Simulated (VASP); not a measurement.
# CdSe in VASP: one cell, several levels of theory, part 3 of 3

VASP 6.6.1, plane waves, PAW.

## (4) PBEsol at this geometry

Input file INCAR:

```
ENCUT = 520.000000
SIGMA = 0.010000
EDIFF = 1.00e-07
GGA = PS
PREC = Accurate
IBRION = -1
ISIF = 2
ISMEAR = 0
NBANDS = 26
NELM = 120
NSW = 0
LASPH = .TRUE.
LCHARG = .TRUE.
LELF = .TRUE.
LWAVE = .FALSE.
LREAL = .FALSE.
```

Input file KPOINTS:

```
KPOINTS created by Atomic Simulation Environment
0
Gamma
12 12 4
0 0 0
```

Input file KPOINTS_OPT:

```
special points
6
Reciprocal
0.0000000000 0.0000000000 0.0000000000 1
0.5000000000 0.0000000000 0.0000000000 1
0.3333333333 0.3333333333 0.0000000000 1
0.0000000000 0.0000000000 0.5000000000 1
0.5000000000 0.0000000000 0.5000000000 1
0.3333333333 0.3333333333 0.5000000000 1
```

Input file POSCAR:

```
Cd Se
 1.0000000000000000
     4.3407236659636759    0.0000000000000000    0.0000000000000000
    -2.1703618329818379    3.7591769655328608   -0.0000000000000000
     0.0000000000000000    0.0000000000000000    7.0766459801944537
 Cd  Se
   2   2
Cartesian
 -0.0000000000000000  2.5061179770219075 -0.0033685105816551
  2.1703618329818379  1.2530589885109538  3.5349544795155721
 -0.0000000000000000  2.5061179770219075  2.6571107531545759
  2.1703618329818379  1.2530589885109538  6.1954337432518027
```

The run uses the recommended PBE PAW datasets (36 valence electrons a neutral cell).

Started as:

```bash
mpirun -np 1 vasp_std
```

Standard output, without the iteration lines:

```text
POSCAR found type information on POSCAR CdSe
 POSCAR found :  2 types and       4 ions
 -----------------------------------------------------------------------------
|                                                                             |
|                                                                             |
|     You enforced a specific xc type in the INCAR file but a different       |
|     I HOPE YOU KNOW WHAT YOU ARE DOING!                                     |
|                                                                             |
 -----------------------------------------------------------------------------

 LDA part: xc-table for (Slater+PW92), standard interpolation
 POSCAR, INCAR and KPOINTS ok, starting setup
 FFT: planning ... GRIDC
 FFT: planning ... GRID_SOFT
 FFT: planning ... GRID
 WAVECAR not read
 entering main loop
 Start KPOINTS_OPT (optional k-point list driver)
k-point batch [1-6\6]
```

OSZICAR:

```text
N       E                     dE             d eps       ncg     rms          rms(c)
DAV:   1     0.238342279778E+03    0.23834E+03   -0.17009E+04  2964   0.124E+03
DAV:   2    -0.408789455146E-01   -0.23838E+03   -0.23090E+03  3224   0.307E+02
DAV:   3    -0.129973805979E+02   -0.12957E+02   -0.12880E+02  3544   0.710E+01
DAV:   4    -0.131093510819E+02   -0.11197E+00   -0.11185E+00  3274   0.621E+00
DAV:   5    -0.131100188922E+02   -0.66781E-03   -0.66777E-03  3406   0.466E-01    0.795E+00
DAV:   6    -0.123857327909E+02    0.72429E+00   -0.13321E+00  3740   0.119E+01    0.642E+00
DAV:   7    -0.123497754791E+02    0.35957E-01   -0.44453E-01  3098   0.345E+00    0.281E+00
DAV:   8    -0.123465490372E+02    0.32264E-02   -0.45911E-02  3102   0.218E+00    0.331E-01
DAV:   9    -0.123459770794E+02    0.57196E-03   -0.66063E-03  3322   0.945E-01    0.947E-02
DAV:  10    -0.123460394202E+02   -0.62341E-04   -0.65249E-04  3130   0.266E-01    0.614E-02
DAV:  11    -0.123461063431E+02   -0.66923E-04   -0.19212E-04  3130   0.910E-02    0.286E-02
DAV:  12    -0.123460907390E+02    0.15604E-04   -0.46101E-05  3172   0.710E-02    0.106E-02
DAV:  13    -0.123460926623E+02   -0.19233E-05   -0.15176E-05  3112   0.177E-02    0.874E-03
DAV:  14    -0.123460919744E+02    0.68791E-06   -0.15226E-06  3314   0.736E-03    0.388E-03
DAV:  15    -0.123460920346E+02   -0.60182E-07   -0.21423E-07  3092   0.219E-03
   1 F= -.12346092E+02 E0= -.12346092E+02  d E =-.343457E-53
       N       E                     dE             ncg
DAV:   1     0.421315305285E+04   -0.44927E+04      312
DAV:   2     0.282206014993E+04   -0.13911E+04      344
DAV:   3     0.275161700160E+04   -0.70443E+02      366
DAV:   4     0.275099622957E+04   -0.62077E+00      336
DAV:   5     0.275099203593E+04   -0.41936E-02      358
DAV:   6     0.275099198080E+04   -0.55127E-04      352
DAV:   7     0.275099197977E+04   -0.10326E-05      366
DAV:   8     0.275099197975E+04   -0.20933E-07      272
```

Parts of OUTCAR:

```text
k-points           NKPTS =     57   k-points in BZ     NKDIM =     57   number of bands    NBANDS=     26

   NELECT =      36.0000    total number of electrons

   dimension x,y,z NGX =    32 NGY =   32 NGZ =   54
   dimension x,y,z NGXF=    64 NGYF=   64 NGZF=  108

  energy-cutoff  :      520.00
  volume of cell :      115.47
      direct lattice vectors                 reciprocal lattice vectors
     4.340723666  0.000000000  0.000000000     0.230376333  0.133007838  0.000000000
    -2.170361833  3.759176966  0.000000000     0.000000000  0.266015676  0.000000000
     0.000000000  0.000000000  7.076645980     0.000000000  0.000000000  0.141309881

 k-points in reciprocal lattice and weights: KPOINTS created by Atomic Simulation Env
   0.00000000  0.00000000  0.00000000       0.002
   0.08333333  0.00000000  0.00000000       0.010
   0.16666667  0.00000000  0.00000000       0.010
   0.25000000  0.00000000  0.00000000       0.010
   0.33333333  0.00000000  0.00000000       0.010
   0.41666667  0.00000000  0.00000000       0.010
   0.50000000  0.00000000  0.00000000       0.005
   0.08333333  0.08333333  0.00000000       0.010
[... 49 more k-points ...]

 E-fermi :   0.7185

 k-point     1 :       0.0000    0.0000    0.0000
  band No.  band energies     occupation
      1     -11.8737      2.00000
      2     -11.5110      2.00000
      3      -7.2067      2.00000
      4      -7.2010      2.00000
      5      -7.2010      2.00000
      6      -7.1373      2.00000
      7      -7.1373      2.00000
      8      -6.8884      2.00000
      9      -6.8884      2.00000
     10      -6.8289      2.00000
     11      -6.8289      2.00000
     12      -6.5786      2.00000
     13      -3.6785      2.00000
     14      -0.1279      2.00000
     15      -0.1279      2.00000
     16       0.5692      2.00000
     17       0.6126      2.00000
     18       0.6126      2.00000
     19       1.1006      0.00000
     20       2.6794      0.00000
     21       6.3877      0.00000
     22       6.3877      0.00000
     23       6.6772      0.00000
     24       7.5329      0.00000
     25       7.5329      0.00000
     26       8.1076      0.00000

 k-point     2 :       0.0833    0.0000    0.0000
  band No.  band energies     occupation
      1     -11.8528      2.00000
      2     -11.5013      2.00000
      3      -7.2012      2.00000
      4      -7.1934      2.00000
      5      -7.1847      2.00000
      6      -7.1285      2.00000
      7      -7.1270      2.00000
      8      -6.8921      2.00000
      9      -6.8887      2.00000
     10      -6.8361      2.00000
     11      -6.8274      2.00000
     12      -6.5662      2.00000
     13      -3.6363      2.00000
     14      -0.4617      2.00000
     15      -0.2158      2.00000
     16      -0.0274      2.00000
     17       0.5220      2.00000
     18       0.5630      2.00000
     19       1.7225      0.00000
     20       3.0145      0.00000
     21       6.1348      0.00000
     22       6.4954      0.00000
     23       6.7828      0.00000
     24       7.3586      0.00000
     25       7.6948      0.00000
     26       7.9820      0.00000

 k-point     3 :       0.1667    0.0000    0.0000
  band No.  band energies     occupation
      1     -11.7946      2.00000
      2     -11.4756      2.00000
      3      -7.1827      2.00000
      4      -7.1738      2.00000
      5      -7.1395      2.00000
      6      -7.1007      2.00000
      7      -7.0989      2.00000
      8      -6.9023      2.00000
      9      -6.8874      2.00000
     10      -6.8518      2.00000
     11      -6.8235      2.00000
     12      -6.5331      2.00000
     13      -3.5216      2.00000
     14      -1.1582      2.00000
     15      -0.8092      2.00000
     16      -0.4378      2.00000
     17       0.3687      2.00000
     18       0.4256      2.00000
     19       2.4570      0.00000
     20       3.6338      0.00000
     21       5.7561      0.00000
     22       6.7462      0.00000
     23       6.7481      0.00000
     24       7.3551      0.00000
     25       7.7001      0.00000
     26       8.1416      0.00000

 k-point     4 :       0.2500    0.0000    0.0000
  band No.  band energies     occupation
      1     -11.7114      2.00000
      2     -11.4432      2.00000
      3      -7.1600      2.00000
      4      -7.1502      2.00000
      5      -7.0786      2.00000
      6      -7.0605      2.00000
      7      -7.0403      2.00000
      8      -6.9149      2.00000
      9      -6.8803      2.00000
     10      -6.8644      2.00000
     11      -6.8180      2.00000
     12      -6.4889      2.00000
     13      -3.3845      2.00000
     14      -1.8556      2.00000
     15      -1.5101      2.00000
     16      -0.7100      2.00000
     17       0.1148      2.00000
     18       0.2388      2.00000
     19       3.0573      0.00000
     20       3.9705      0.00000
     21       5.6514      0.00000
     22       6.4119      0.00000
     23       6.9621      0.00000
     24       7.6006      0.00000
     25       7.9078      0.00000
     26       8.4479      0.00000

 k-point     5 :       0.3333    0.0000    0.0000
  band No.  band energies     occupation
      1     -11.6219      2.00000
      2     -11.4161      2.00000
      3      -7.1412      2.00000
      4      -7.1311      2.00000
      5      -7.0326      2.00000
      6      -7.0230      2.00000
      7      -6.9589      2.00000
      8      -6.9198      2.00000
      9      -6.8661      2.00000
     10      -6.8393      2.00000
     11      -6.8117      2.00000
     12      -6.4503      2.00000
     13      -3.3480      2.00000
     14      -2.4004      2.00000
     15      -1.9766      2.00000
     16      -0.9573      2.00000
     17      -0.2124      2.00000
     18       0.0568      2.00000
     19       3.4535      0.00000
     20       3.9508      0.00000
     21       5.5677      0.00000
     22       6.3107      0.00000
     23       7.0225      0.00000
     24       7.9739      0.00000
     25       8.3153      0.00000
     26       8.6583      0.00000

[... the tables of k-points 6 to 57 left out ...]

  Total       -0.7002282     -0.7002282     -0.6633141      0.0000000      0.0000000      0.0000000
  in kB       -9.7155594     -9.7155594     -9.2033815      0.0000000      0.0000000      0.0000000
  external PRESSURE =      -9.5448334 kB  Pullay stress =       0.0000000 kB

 POSITION                                       TOTAL-FORCE (eV/Angst)
 -----------------------------------------------------------------------------------
      0.00000      2.50612      7.07328        -0.000000     -0.000000     -0.001039
      2.17036      1.25306      3.53495         0.000000      0.000000     -0.001039
      0.00000      2.50612      2.65711        -0.000000      0.000000      0.001039
      2.17036      1.25306      6.19543         0.000000      0.000000      0.001039
 -----------------------------------------------------------------------------------
    total drift:                               -0.000000     -0.000000      0.000270

  FREE ENERGIE OF THE ION-ELECTRON SYSTEM (eV)
  ---------------------------------------------------
  free  energy   TOTEN  =       -12.3460920346 eV

  energy  without entropy=      -12.3460920346  energy(sigma->0) =      -12.34609203
```

Hardware: 1 MPI rank of Intel Xeon Platinum 8488C, shared host.

The levels at the points of KPOINTS_OPT are read from vasprun.xml.

Levels at the named points, in eV from the top of band v (v: the last filled band by count, c: the next):

```tsv
point	v−1	v	c	c+1
Γ	0.00	0.00	0.49	2.07
M	-1.30	-0.73	3.08	3.23
K	-1.83	-1.63	4.16	4.63
A	-0.39	-0.39	2.23	2.23
L	-1.31	-1.31	2.82	2.82
H	-1.08	-1.08	3.63	3.63
```

Gap with PBEsol: 0.49 eV, direct (Γ). The pressure is -0.95 GPa; the forces vanish within 0.01 eV/Å.

Density in a lattice plane of the grid's cell (edges 4.34 and 7.08 Å, at 0.333 of the third edge), which holds Cd and Se.

Values in e/Å³, 12 rows by 8 columns:
```
0.19 0.12 0.13 0.28 0.80 0.40 0.65 0.61
0.14 0.06 0.07 0.23 0.76 0.42 0.65 0.56
0.07 0.02 0.03 0.11 0.36 0.70 0.61 0.25
0.04 0.02 0.02 0.06 0.18 0.34 0.30 0.13
0.07 0.04 0.05 0.12 0.65 2.85 2.11 0.35
0.15 0.12 0.12 0.22 1.92 8.50 6.25 0.84
0.19 0.22 0.21 0.21 0.67 2.92 2.16 0.39
0.14 0.20 0.19 0.13 0.13 0.21 0.18 0.12
0.07 0.10 0.09 0.06 0.04 0.03 0.03 0.04
0.04 0.06 0.05 0.04 0.03 0.02 0.02 0.03
0.07 0.10 0.09 0.07 0.08 0.11 0.10 0.07
0.15 0.17 0.16 0.17 0.36 0.61 0.55 0.28
```
Columns run along the first of these edges and rows up along the second, over one cell in 8 and 12 even steps from the bottom left corner. Atoms in the plane (fractional): Cd at (0.67, 0.50), Se at (0.67, 0.88).

ELF in the same plane.

Ten even steps from '0' (0.00) to '9' (0.87):
```
32112589989997
52112699866998
52113699866898
41002689999997
31001478999986
10000235666543
00000112222221
11001122222221
12222123100132
24553222000022
36775322100122
57776422222222
57776421222213
46665421111112
34554210000001
12221100000000
01111000000000
11111112333321
11221236777753
21222368999985
```
Columns run along the first of these edges and rows up along the second, over one cell in 14 and 20 even steps from the bottom left corner. Atoms in the plane (fractional): Cd at (0.67, 0.50), Se at (0.67, 0.88).

Both are smooth fields of the valence electrons: close to the nuclei they are not physical.

Maxima of ELF outside the ion cores: 0.88 in the shell around Se, 0.8 Å from Se.

## (5) What came out

What follows sums up all 3 parts.

```
 level  gap (eV)  pressure (GPa)  Ansatz: gap (eV)  Ansatz: pressure (GPa)
   PBE      0.61            1.73              0.61                    1.45
   LDA      0.36           -2.75              0.33                   -3.12
PBEsol      0.49           -0.95              0.49                   -1.26
```

**Reading.** The gap spans 0.36 eV (LDA) to 0.61 eV (PBE). A measured gap is 1.841 eV (2 K; a printed reference work, data compilation). The misses are: PBE -1.23, LDA -1.48, PBEsol -1.35 eV; PBE comes nearest. So large a miss can be the level of theory's own, or it may mean another phase, state or a wrong row. The calculation is for fixed nuclei; the measurement holds lattice motion too. The pressure is highest with PBE (1.7 GPa) and lowest with LDA (-2.7 GPa), which orders the cells that they would relax to. The two programs agree on the gap within 0.04 eV, far less than the spread between functionals. Each program uses its own PAW datasets and cutoff. VASP's cell holds 36 valence electrons and Ansatz's 72. LDA means the Perdew–Zunger form in VASP and the Perdew–Wang form in Ansatz.
